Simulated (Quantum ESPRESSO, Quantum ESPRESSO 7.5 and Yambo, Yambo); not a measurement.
# WS2 (2H monolayer): G0W0 with and without spin-orbit coupling

Wanted: the effect of spin-orbit coupling on the quasiparticle gap of WS2 (2H monolayer).

Main program and level: Quantum ESPRESSO 7.5 and Yambo 5.3.0; PBE and many-body steps on it, plane waves.

**Experimental background.**

- Gap 2.238 ± 0.003 eV: free-particle direct gap at K; magneto-absorption of Rydberg excitons; 4 K; monolayer (exfoliated monolayer encapsulated in hBN) (“Revealing exciton masses and dielectric properties of monolayer semiconductors with high magnetic fields”, 2019, pmc:6744484).

- Gap 2.72 eV: quasiparticle gap from STS in WS2 area away from isolated Mo atoms; STS; 87 K; monolayer on graphite (“Microscopic basis for the band engineering of Mo1−xWxS2-based heterojunction”, 2015, pmc:4595798).

- Gap 2.14 eV: transport (quasiparticle) gap of monolayer from electron and hole threshold voltage difference; ionic liquid gated FET transport; 240 K; monolayer (exfoliated monolayer on SiO2/Si covered by DEME-TFSI ionic liquid) (“Mono- and Bilayer WS2 Light-Emitting Transistors”, 2014, arxiv:1403.7551).

- Gap 1.99 eV: optical gap, neutral A exciton PL emission; photoluminescence, 532 nm excitation; monolayer (film from oxide precursor grown in Ar at 800 C, the higher optical quality sample) on Al2O3(0001) (“A Facile Strategy for the Growth of High-Quality Tungsten Disulfide Crystals Mediated by Oxygen-Deficient Oxide Precursors”, 2022, arxiv:2202.11400).

- Gap 1.96 eV: optical gap, exciton emission peak from PL; photoluminescence, 532 nm; 300 K; monolayer (CVD-grown monolayer) on SiO2/Si (“Enhancing and controlling valley magnetic response in MoS2/WS2 heterostructures by all-optical route”, 2019, pmc:6748949).

This is a selection; 30 further reports are not listed.

Report form: the programs' logs are mostly left out.

## Step 1: The starting structure

The cell holds 3 atoms: 1 W and 2 S. Cell: a = 3.187 Å, b = 3.187 Å, c = 16.000 Å, α = 90.0°, β = 90.0°, γ = 120.0°. Vacuum lies along c.

The structure was relaxed with PBE. The runs that relaxed it are not among those shown. Spin-orbit coupling is left out unless a step names it.

## Step 2: Empty states on the mesh, 6×6×1 mesh, 89 bands

This step: Quantum ESPRESSO 7.5; DFT, PBE, plane waves, norm-conserving pseudopotentials.

The sums over transitions need many empty states on a uniform mesh; this step solves for them.

File pw.in:

```
&control
  calculation = 'nscf'
  prefix = 'x'
  outdir = 'o'
  pseudo_dir = 'pseudo'
/
&system
  ibrav = 0
  nat = 3
  ntyp = 2
  ecutwfc = 62.0
  nbnd = 89
  force_symmorphic = .true.
/
&electrons
  conv_thr = 1e-9
  electron_maxstep = 80
  diago_full_acc = .true.
  diago_thr_init = 5e-6
/
ATOMIC_SPECIES
  W 183.84 W.upf
  S 32.06 S.upf
CELL_PARAMETERS angstrom
  3.1870569639 0.0000000000 0.0000000000
  -1.5935284820 2.7600722941 0.0000000000
  0.0000000000 0.0000000000 16.0000000000
ATOMIC_POSITIONS crystal
  W 0.3333333333 0.6666666667 0.5000000000
  S 0.6666666667 0.3333333333 0.5982117567
  S 0.6666666667 0.3333333333 0.4017882433
K_POINTS automatic
  6 6 1 0 0 0
```

The run is started by

```sh
OMP_NUM_THREADS=1 mpirun -n 4 pw.x -nk 4 -in pw.in > pw.out
```

The job ended after 14 s (4 MPI ranks of Arm Neoverse V1, shared host; peak memory 0.5 GiB).

This step gave:

```
gap                                                           : 1.811 eV
k of the valence top                                          : 0.3333, 0.3333, 0
k of the conduction bottom                                    : 0.3333, 0.3333, 0
least direct gap                                              : 1.811 eV
k points computed                                             : 7
lowest point of the top converged band, above the valence top : 34.86 eV
```

On this mesh the gap is 1.811 eV.

The density comes from a self-consistent run that is not shown.

## Step 3: Conversion and set-up

This step: Yambo 5.3.0; conversion and set-up on PBE, plane waves, norm-conserving pseudopotentials.

The states are converted to the many-body program's format and the q mesh is built.

The run is started by

```sh
(cd o/x.save; p2y > p2y.log; mv SAVE ../..); yambo > setup.log
```

The job ended after 2.5 s (1 MPI rank; peak memory 0.25 GiB).

## Step 4: Scalar-relativistic

Now the one-shot GW correction: screening in the RPA, then the self-energy of the levels asked for.

This step: G0W0 on PBE, plane waves, norm-conserving pseudopotentials.

File gw1.in:

```
HF_and_locXC
gw0
dyson
ppa
em1d
rim_cut
rim_w
RandQpts= 3000000
RandGvec= 100 RL
CUTGeo= "slab z"
RandGvecW= 9 RL
EXXRLvcs= 62 Ry
VXCRLvcs= 248 Ry
Chimod= "HARTREE"
% BndsRnXp
 1 | 89 |
%
NGsBlkXp= 9.5 Ry
% LongDrXp
 1 | 1 | 0 |
%
% GbndRnge
 1 | 89 |
%
DysSolver= "n"
ExtendOut
PPAPntXp= 27.21138 eV
% QPkrange
 7 | 7 | 12 | 15 |
 1 | 1 | 12 | 15 |
%
```

The run is started by

```sh
OMP_NUM_THREADS=1 mpirun -n 4 yambo -F gw1.in -J gw1 -C gw1 > gw1.log
```

It took 2.9 min on 4 MPI ranks; peak memory 2.1 GiB; 12 min of CPU time.

Numbers from this step:

| Property | Result |
| --- | --- |
| G0W0 gap on the points computed | 2.852 eV |
| starting gap on the mesh | 1.811 eV |
| k of the valence top | 0.3333, 0.3333, 0 |
| k of the conduction bottom | 0.3333, 0.3333, 0 |
| least direct G0W0 gap on the computed points | 2.852 eV |
| Z at the valence top | 0.7543 |
| Z at the conduction bottom | 0.7527 |

The gap on the mesh goes from 1.81 eV to 2.85 eV, a correction of +1.04 eV.

## Step 5: Empty states on the mesh, 6×6×1 mesh, 178 bands

This step: Quantum ESPRESSO 7.5; DFT, PBE with spin-orbit coupling, plane waves, norm-conserving pseudopotentials.

pw.in, as its differences from that of step 2:

```diff
@@ -11,4 +11,6 @@
   ecutwfc = 62.0
-  nbnd = 89
+  nbnd = 178
   force_symmorphic = .true.
+  noncolin = .true.
+  lspinorb = .true.
 /
```

The run is started by

```sh
OMP_NUM_THREADS=1 mpirun -n 4 pw.x -nk 4 -in pw.in > pw.out
```

It took 81 s on 4 MPI ranks; peak memory 1.2 GiB.

Numbers from this step:

| Property | Result |
| --- | --- |
| gap | 1.555 eV |
| k of the valence top | 0.3333, 0.3333, 0 |
| k of the conduction bottom | 0.3333, 0.3333, 0 |
| least direct gap | 1.555 eV |
| k points computed | 7 |
| lowest point of the top converged band, above the valence top | 34.63 eV |

On this mesh the gap is 1.555 eV.

The density comes from a self-consistent run that is not shown, made with spin-orbit coupling and fully relativistic files.

## Step 6: Conversion and set-up

This step: Yambo 5.3.0; conversion and set-up on PBE with spin-orbit coupling, plane waves, norm-conserving pseudopotentials.

The run is started by

```sh
(cd o/x.save; p2y > p2y.log; mv SAVE ../..); yambo > setup.log
```

It took 3.3 s on 1 MPI rank; peak memory 0.25 GiB.

## Step 7: With spin-orbit coupling

This step: G0W0 on PBE with spin-orbit coupling, plane waves, norm-conserving pseudopotentials.

File gw3.in:

```
HF_and_locXC
gw0
dyson
ppa
em1d
rim_cut
rim_w
RandQpts= 3000000
RandGvec= 100 RL
CUTGeo= "slab z"
RandGvecW= 9 RL
EXXRLvcs= 62 Ry
VXCRLvcs= 248 Ry
Chimod= "HARTREE"
% BndsRnXp
 1 | 178 |
%
NGsBlkXp= 9.5 Ry
% LongDrXp
 1 | 1 | 0 |
%
% GbndRnge
 1 | 178 |
%
DysSolver= "n"
ExtendOut
PPAPntXp= 27.21138 eV
% QPkrange
 7 | 7 | 23 | 30 |
 1 | 1 | 23 | 30 |
%
```

The run is started by

```sh
OMP_NUM_THREADS=1 mpirun -n 4 yambo -F gw3.in -J gw3 -C gw3 > gw3.log
```

Wall time 9.3 min (4 MPI ranks); peak memory 3.6 GiB.

This step gave:

- G0W0 gap on the points computed: 2.611 eV
- starting gap on the mesh: 1.555 eV
- k of the valence top: 0.3333, 0.3333, 0
- k of the conduction bottom: 0.3333, 0.3333, 0
- least direct G0W0 gap on the computed points: 2.611 eV
- Z at the valence top: 0.7544
- Z at the conduction bottom: 0.7513

Against G0W0 in Yambo (6×6×1 mesh, 89 bands, screening to 129.3 eV, Godby-Needs plasmon pole), the gap moves by −0.242 eV.

## Step 8: The runs together

Times are wall times on 4 MPI ranks of Arm Neoverse V1, shared host, good to a factor of about two.

```csv
run,mesh,bands,screening cutoff (eV),DFT gap (eV),gap on the mesh (eV),direct (eV),time
scalar-relativistic,6×6×1,89,129.3,1.811,2.852,2.852,2.9 min
with spin-orbit coupling,6×6×1,178,129.3,1.555,2.611,2.611,9.3 min
```

## Step 9: What came out

```json
{"scalar-relativistic": "2.852 eV", "with spin-orbit coupling": "2.611 eV", "known limits": "not at the basis limit; no spin-orbit coupling in some runs"}
```

In words: With spin-orbit coupling: −0.242 eV against scalar-relativistic, −0.256 eV of it in the start. Against experiment, by with spin-orbit coupling: the direct gap of 2.61 eV lies +0.37 eV from the measured 2.238 ± 0.003 eV (electronic, 4 K, encapsulated, 2019); the gap of 2.61 eV lies −0.11 eV from the measured 2.72 eV (electronic, 87 K, on graphite, 2015); the gap of 2.61 eV lies +0.47 eV from the measured 2.14 eV (transport, 240 K, 2014); the direct gap of 2.61 eV lies +0.62 eV from the measured 1.99 eV (exciton, on Al2O3(0001), 2022); the direct gap of 2.61 eV lies +0.65 eV from the measured 1.96 eV (exciton, 300 K, on SiO2/Si, 2019). An exciton line or allowed optical edge lies below the quasiparticle gap by the binding energy; a forbidden edge can push the onset above it. The computed sheet is free-standing; a substrate or cover screens it further and lowers both gap and binding, while the exciton line moves little. These are gaps on the mesh, at modest bands and cutoff. The calculation has static nuclei and no excitons; a measured gap holds zero-point and thermal motion, which mostly lowers it. Bands and cutoff are finite, so the gap is not at the basis limit. The miss can reach some tenths of an eV and take either sign; the mesh is an error of its own. In the G0W0 runs levels were corrected at 2 k points alone, so a gap called «on the mesh» is the least over those, and an edge elsewhere would be missed.

[Paths, hosts, dates, memory and timing lines, banners, echoed tables and standing remarks are left out of the program output.]

[Logs are printed without paths, hosts, clocks, repeated set-up lines and the standing remarks that a program may print on its own settings, such as how far it seeks lower states.]

[Runs of the session that timed out or met a known fault of the program may be left out.]

[Hosts, paths, dates, database ids (printed as entryN), source tags and the programs' standing remarks are cut or masked in the printed files.]
